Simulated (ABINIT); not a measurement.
# Au (Fm-3m) in ABINIT: a series of runs, part 3 of 3

ABINIT 10.8.3 (patched build). Earlier steps stand in the parts before.

## (4) Band structure, PW91

Input file run.abi:

```
# Datasets: ground state, then fixed potential
ndtset 2

# Pseudopotentials
pp_dirpath "./"
pseudos "Au.upf"

# Structure
acell 3*1.0
rprim
     0.0000000000     3.8455926636     3.8455926636
     3.8455926636     0.0000000000     3.8455926636
     3.8455926636     3.8455926636     0.0000000000
ntypat 1
znucl 79
natom 1
typat 1
xcart
     0.0000000000     0.0000000000     0.0000000000

# Plane-wave basis
ecut 38.0

# Exchange and correlation
ixc -109134

# Bands and occupations
occopt 3
tsmear 0.00183747

# SCF cycle
nstep 100

# Output
iomode 3
prtwf 0
prteig 0
prtebands 0
enunit 2
prtden1 1

# Dataset 1
kptopt1 1
ngkpt1 11 11 11
nshiftk1 1
shiftk1 0.0 0.0 0.0
nband1 14
tolvrs1 1.0e-10

# Dataset 2: bands along G-X-W-K-G-L-U-W-L-K
iscf2 -2
getden2 1
nband2 18
nbdbuf2 2
tolwfr2 1.0e-12
kptopt2 -9
ndivsm2 5
prteig2 1
prtvol2 -3
kptbounds2
     0.0000000000     0.0000000000     0.0000000000
     0.5000000000     0.0000000000     0.5000000000
     0.5000000000     0.2500000000     0.7500000000
     0.3750000000     0.3750000000     0.7500000000
     0.0000000000     0.0000000000     0.0000000000
     0.5000000000     0.5000000000     0.5000000000
     0.6250000000     0.2500000000     0.6250000000
     0.5000000000     0.2500000000     0.7500000000
     0.5000000000     0.5000000000     0.5000000000
     0.3750000000     0.3750000000     0.7500000000
```

Potentials or basis: PseudoDojo NC SR PBE v0.4.1 standard.

The run is started by

```console
> abinit run.abi > log 2>&1
```

run.abo:

```text
.Version 10.8.3 of ABINIT
 DATASET    1 : space group Fm -3 m (#225); Bravais cF (face-center cubic)
================================================================================
 Values of the parameters that define the memory need for DATASET  1.
     intxc =       0    ionmov =       0      iscf =       7    lmnmax =       7
     lnmax =       7     mgfft =      32  mpssoang =       4    mqgrid =    3001
     natom =       1  nloc_mem =       1    nspden =       1   nspinor =       1
    nsppol =       1      nsym =      48    n1xccc =    2501    ntypat =       1
    occopt =       3   xclevel =       2
       mpw =        1303          nfft =       32768          nkpt =          56
================================================================================
================================================================================

 DATASET    2 : space group Fm -3 m (#225); Bravais cF (face-center cubic)
================================================================================
 Values of the parameters that define the memory need for DATASET  2.
     intxc =       0    ionmov =       0      iscf =      -2    lmnmax =       7
     lnmax =       7     mgfft =      32  mpssoang =       4    mqgrid =    3001
     natom =       1  nloc_mem =       1    nspden =       1   nspinor =       1
    nsppol =       1      nsym =      48    n1xccc =    2501    ntypat =       1
    occopt =       3   xclevel =       2
       mpw =        1303          nfft =       32768          nkpt =          87
================================================================================
[... 1245 lines left out ...]
   9.90185   10.08930   28.06922   31.06707   31.64628   31.64628   38.27681   39.46669
  39.46669   40.89728
 kpt#   4, nband= 18, wtk=  1.00000, kpt=  0.1071  0.0000  0.1071 (reduced coord)
 -92.41250  -43.67834  -43.66364  -43.66364    3.80158    8.21702    8.73181    8.73181
   9.74783   10.15457   28.42056   30.52973   31.38334   31.38334   38.58246   38.58246
  38.67192   40.01828
 kpt#   5, nband= 18, wtk=  1.00000, kpt=  0.1429  0.0000  0.1429 (reduced coord)
[... 317 lines left out ...]
  11.08520   16.15540   16.79760   23.65848   27.84649   29.84544   38.66839   38.74077
  40.05951   45.36346
 kpt#  85, nband= 18, wtk=  1.00000, kpt=  0.4028  0.4028  0.6944 (reduced coord)
 -92.39874  -43.83444  -43.78216  -43.71560    6.87142    7.69978    8.87838    9.85804
  11.06079   16.38836   17.51828   22.27509   27.15516   30.30012   38.70796   38.89333
  39.49099   46.09432
 kpt#  86, nband= 18, wtk=  1.00000, kpt=  0.3889  0.3889  0.7222 (reduced coord)
 -92.39831  -43.82974  -43.79191  -43.72052    6.79255    7.51930    9.09697   10.13188
  11.06977   16.68331   18.09101   21.12540   26.49755   30.66855   38.00728   39.04449
  39.84082   46.22597
 kpt#  87, nband= 18, wtk=  1.00000, kpt=  0.3750  0.3750  0.7500 (reduced coord)
 -92.39805  -43.83426  -43.78913  -43.72458    6.69154    7.32997    9.36163   10.32717
  11.13551   17.10542   17.96101   20.76450   25.91905   30.92681   37.15572   39.19681
  40.49473   46.32168

== END DATASET(S) ==============================================================
================================================================================

 -outvars: echo values of variables after computation  --------
            acell      1.0000000000E+00  1.0000000000E+00  1.0000000000E+00 Bohr
           etotal1    -1.4829936214E+02
            fcart1    -0.0000000000E+00 -0.0000000000E+00 -0.0000000000E+00
            rprim      0.0000000000E+00  3.8455926636E+00  3.8455926636E+00
                       3.8455926636E+00  0.0000000000E+00  3.8455926636E+00
                       3.8455926636E+00  3.8455926636E+00  0.0000000000E+00
           strten1    -3.6376323476E-04 -3.6376323476E-04 -3.6376323476E-04
                       0.0000000000E+00  0.0000000000E+00  0.0000000000E+00
 Calculation completed.
```

It took 42 s on 1 thread of Arm Neoverse V2, shared host; peak memory 0.11 GiB.

Results:

```yaml
Free_energy: -4035.4312 eV
Pressure: 10.7 GPa
Band_gap_on_the_k_mesh: none (metal or under the smearing width)
Valence_electrons_inside_the_program's_atomic_spheres: Au 15.61 (radii [1.0584] Å)
```

Levels at the corners of the path, in eV from the Fermi level:
| point | band 5 | band 6 | band 7 | band 8 | band 9 | band 10 | band 11 | band 12 | band 13 | band 14 |
| --- | --- | --- | --- | --- | --- | --- | --- | --- | --- | --- |
| Γ | -10.02 | -4.79 | -4.79 | -4.79 | -3.25 | -3.25 | 14.49 | 18.50 | 18.50 | 18.50 |
| X | -7.21 | -6.89 | -2.06 | -1.69 | -1.69 | 0.96 | 5.80 | 10.01 | 10.01 | 17.32 |
| W | -6.09 | -5.27 | -5.27 | -3.40 | -1.68 | 4.71 | 6.32 | 6.32 | 9.50 | 22.61 |
| K | -6.59 | -5.95 | -3.92 | -2.95 | -2.15 | 3.82 | 4.68 | 7.48 | 12.64 | 17.64 |
| Γ | -10.02 | -4.79 | -4.79 | -4.79 | -3.25 | -3.25 | 14.49 | 18.50 | 18.50 | 18.50 |
| L | -7.46 | -4.83 | -4.83 | -2.02 | -2.02 | -1.03 | 3.07 | 13.96 | 17.15 | 17.15 |
| U | -6.59 | -5.95 | -3.92 | -2.95 | -2.15 | 3.82 | 4.68 | 7.48 | 12.64 | 17.64 |
| W | -6.09 | -5.27 | -5.27 | -3.40 | -1.68 | 4.71 | 6.32 | 6.32 | 9.50 | 22.61 |
| L | -7.46 | -4.83 | -4.83 | -2.02 | -2.02 | -1.03 | 3.07 | 13.96 | 17.15 | 17.15 |
| K | -6.59 | -5.95 | -3.92 | -2.95 | -2.15 | 3.82 | 4.68 | 7.48 | 12.64 | 17.64 |

Caveat: the potentials were made for another functional, which shifts forces and pressure; spin-orbit coupling is left out, which moves the levels of the heavy elements.

## (5) Band structure, BLYP

Changes to run.abi since step 4:

```diff
@@ -8,7 +8,7 @@
 # Structure
-acell 3*1.0
+acell 2.8779245994 2.8779245994 2.8779245994 Angstrom
 rprim
-     0.0000000000     3.8455926636     3.8455926636
-     3.8455926636     0.0000000000     3.8455926636
-     3.8455926636     3.8455926636     0.0000000000
+     0.0000000000     0.7071067812     0.7071067812
+     0.7071067812     0.0000000000     0.7071067812
+     0.7071067812     0.7071067812     0.0000000000
 ntypat 1
@@ -18,3 +18,3 @@
 xcart
-     0.0000000000     0.0000000000     0.0000000000
+     0.0000000000     0.0000000000     0.0000000000 Angstrom
 
@@ -24,3 +24,3 @@
 # Exchange and correlation
-ixc -109134
+ixc -106131
 
@@ -28,3 +28,3 @@
 occopt 3
-tsmear 0.00183747
+tsmear 0.05 eV
 
@@ -56,5 +56,4 @@
 kptopt2 -9
-ndivsm2 5
+ndivsm2 6
 prteig2 1
-prtvol2 -3
 kptbounds2
```

The run is started by

```console
> abinit run.abi > log 2>&1
```

It took 46 s on 1 thread of Arm Neoverse V2, shared host; peak memory 0.11 GiB.

Results (log left out):

| Quantity | Value |
| --- | --- |
| Free energy | -4027.1046 eV |
| Pressure | 22.2 GPa |
| Band gap on the k mesh | none (metal or under the smearing width) |
| Valence electrons inside the program's atomic spheres | Au 15.63 (radii [1.0584] Å) |

Levels at the corners of the path, in eV from the Fermi level:
```csv
point,band 5,band 6,band 7,band 8,band 9,band 10,band 11,band 12,band 13,band 14
Γ,-10.01,-4.91,-4.91,-4.91,-3.37,-3.37,14.66,18.52,18.52,18.52
X,-7.26,-6.97,-2.19,-1.81,-1.81,1.03,5.63,9.99,9.99,17.56
W,-6.14,-5.34,-5.34,-3.52,-1.80,4.53,6.33,6.33,9.61,22.69
K,-6.67,-6.01,-3.99,-3.07,-2.27,3.70,4.69,7.51,12.61,17.84
Γ,-10.01,-4.91,-4.91,-4.91,-3.37,-3.37,14.66,18.52,18.52,18.52
L,-7.52,-4.95,-4.95,-2.14,-2.14,-0.91,2.94,14.16,17.07,17.07
U,-6.67,-6.01,-3.99,-3.07,-2.27,3.70,4.69,7.51,12.61,17.84
W,-6.14,-5.34,-5.34,-3.52,-1.80,4.53,6.33,6.33,9.61,22.69
L,-7.52,-4.95,-4.95,-2.14,-2.14,-0.91,2.94,14.16,17.07,17.07
K,-6.67,-6.01,-3.99,-3.07,-2.27,3.70,4.69,7.51,12.61,17.84
```

Caveat: so large a pressure means that the cell lies far from this level's equilibrium, or that cutoff or potentials fall short; the potentials were made for another functional, which shifts forces and pressure; spin-orbit coupling is left out, which moves the levels of the heavy elements.

## (6) Equation of state, PBE+D3(BJ)

Input file run.abi:

```
ndtset 7
getwfk -1
scalecart1 3*0.9795861087
scalecart2 3*0.9864848297
scalecart3 3*0.9932883884
scalecart4 3*1.0000000000
scalecart5 3*1.0066227096
scalecart6 3*1.0131594038
scalecart7 3*1.0196128224

pp_dirpath "./"
pseudos "Au.GGA_PBE-JTH.xml"

acell 3*1.0
rprim
     0.0000000000     3.8455926636     3.8455926636
     3.8455926636     0.0000000000     3.8455926636
     3.8455926636     3.8455926636     0.0000000000
ntypat 1
znucl 79
natom 1
typat 1
xred
     0.0000000000     0.0000000000     0.0000000000

ecut 680.284656 eV
pawecutdg 47.0

kptopt 1
ngkpt 11 11 11
nshiftk 1
shiftk 0.0 0.0 0.0

ixc 11
vdw_xc 7

nband 10
occopt 3
tsmear 0.05 eV

nstep 100
tolvrs 1.0e-9

iomode 3
prtwf 1
prtden 0
prteig 0
prtebands 0
enunit 2
```

Potentials or basis: JTH PAW PBE v2.0.

The run is started by

```console
> abinit run.abi > log 2>&1
```

Wall time 87 s (1 thread of Arm Neoverse V2, shared host); peak memory 0.15 GiB.

It converged, with:

| Item | Value |
| --- | --- |
| Equilibrium volume | 17.28 Å³/atom |
| Bulk modulus | 164 GPa |
| Pressure derivative of the bulk modulus | 6.0 |

Energy against volume, from the lowest point:
```
volume (Å³/atom)  energy (meV/atom)
          15.843              74.68
          16.181              41.58
          16.518              18.94
          16.855               5.47
          17.192               0.00
          17.529               1.51
          17.866               9.15
```

Caveat: pressures at fixed basis lie under the slope of the energies.

## (7) Overview

| task | level | potentials or basis | cutoff (eV) | fine-grid cutoff | gap on the mesh (eV) | pressure (GPa) |
| --- | --- | --- | --- | --- | --- | --- |
| band structure | PBE | PseudoDojo NC SR PBE v0.5 stringent | 1034 | - | none | 10.3 |
| band structure | PBE | Ansatz NC PBE | 1034 | - | none | 10.8 |
| band structure | PW91 | PseudoDojo NC SR PBE v0.4.1 standard | 1034 | - | none | 10.7 |
| band structure | BLYP | PseudoDojo NC SR PBE v0.4.1 standard | 1034 | - | none | 22.2 |
| equation of state | PBE+D3(BJ) | JTH PAW PBE v2.0 | 680 | 1278.94 eV | - | - |

Alike in all rows: no spin polarisation; cell as given; k mesh 11 × 11 × 11; smearing fermi-dirac 0.05 eV.

Caveats: spin-orbit coupling is left out, which moves the levels of the heavy elements (some runs); the potentials were made for another functional, which shifts forces and pressure (some runs); so large a pressure means that the cell lies far from this level's equilibrium, or that cutoff or potentials fall short (some runs); pressures at fixed basis lie under the slope of the energies (some runs).

Total energies depend on the potentials used, so only differences within one code and one set of settings carry meaning.

## (8) Comparison with measurements

Step 6. Measured bulk modulus of Au: 167 GPa (quoted in “Exploring toroidal anvil profiles for larger sample volumes above 4 Mbar”, 2024, pmc:11102561). This calculation gives 164 GPa (-1.7 %). The fit is for a static lattice scaled at fixed shape and fixed fractional positions.
